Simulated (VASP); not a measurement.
Wanted: the native input for a VASP 6.6.1 run.

| Quantity | Value |
| --- | --- |
| Task | single point |
| Functional | PBE |
| Potentials or basis | VASP PAW PBE potentials, release 64 (Li_sv, H) |
| Cutoff | 520 eV |
| k mesh | 10 × 10 × 10 |
| Occupations | fermi-dirac, width 0.02 eV |
| Spin | no spin polarisation |
| Dipole correction | no |
| Further INCAR settings | ALGO = Fast; EDIFF = 1e-07; NBANDS = 9 |

The structure of LiH lies in POSCAR:

```
LiH
1.0
    0.0000000000      2.2343590855      2.1451220099
    2.2343590855      0.0000000000      2.1451220099
    2.2343590855      2.2343590855      0.0000000000
Li H
1 1
Direct
    0.0000000000      0.0000000000      0.0000000000
    0.2500000000      0.2500000000      0.2500000000
```

The cell was built by a generator and needn't be a form met in nature.

The cell isn't the ideal one: biaxial_xy strain +4.2%.

One way to write it, as run:

INCAR

```
SYSTEM = LiH
PREC = Accurate
ENCUT = 520
EDIFF = 1E-7
ISMEAR = -1
SIGMA = 0.02
LREAL = .False.
LASPH = .True.
NELM = 100
ALGO = Fast
ISIF = 2
LWAVE = .False.
LCHARG = .False.
GGA = PE
NBANDS = 9
```

KPOINTS

```
regular mesh
0
Gamma
  10 10 10
  0 0 0
```

Potentials or basis: VASP PAW PBE potentials, release 64 (Li_sv, H).

Launch:

```console
$ cat potpaw_PBE.64/Li_sv/POTCAR potpaw_PBE.64/H/POTCAR > POTCAR
$ mpirun -np 1 vasp_std > vasp.out
```

It gave:

```yaml
Band_gap_on_the_k_mesh: 4.03 eV, indirect (least direct gap 5.08 eV)
```

Run time: 21 s on 1 thread of Intel(R) Xeon(R) Platinum 8488C (Sapphire Rapids), on a shared host, peak memory 0.14 GiB.
